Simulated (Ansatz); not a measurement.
Crystal: SnSe2.

```
CELL_PARAMETERS angstrom
3.81100 0.00000 0.00000
-1.90550 3.30042 0.00000
0.00000 0.00000 6.13600
ATOMIC_POSITIONS crystal
Sn 0.00000 0.00000 0.00000
Se 0.66667 0.33333 0.75100
Se 0.33333 0.66667 0.24900
```

Base run:

| Quantity | Value |
| --- | --- |
| Program | Ansatz 0.2.0 |
| Functional | PBE |
| Potentials or basis | Ansatz PAW |
| Cutoff | 500 eV |
| Density cutoff | 2000 eV |
| k mesh | 8 × 8 × 5 |
| Occupations | fermi-dirac, width 0.05 eV |
| Spin | no spin polarisation |

Its results: band gap on the k mesh 0.81 eV, indirect (least direct gap 1.10 eV); pressure 5.5 GPa; largest force 0.786 eV/Å.

Task: The run is repeated on the same cell with these changes: functional from PBE to exchange-only PBE; cutoff from 500 eV to 420 eV (not typed: the program's choice for these potentials). What comes out?

Result: Band gap on the k mesh 0.83 eV, indirect (least direct gap 1.09 eV); pressure 15.6 GPa; largest force 1.533 eV/Å.

Caveats: spin-orbit coupling is left out, which moves the levels of the heavy elements; odd divisions of the mesh miss points on the zone boundary, where band edges often lie, so the gap on the mesh can be too wide (some runs); this functional lacks dispersion, which binds the layers, so the pressure and a relaxed spacing across them are unreliable (some runs); the k mesh misses the band edges, so the gap on the mesh is wider than the one along the path (some runs); so large a pressure means that the cell lies far from this level's equilibrium, or that cutoff or potentials fall short (some runs); the PAW data sets come from PBE, with cores solved anew for the run's functional, which leaves a small shift of forces and pressure (some runs); forces of over 1 eV/Å show positions far from the minimum, so gaps and moduli don't describe the material at rest (some runs).
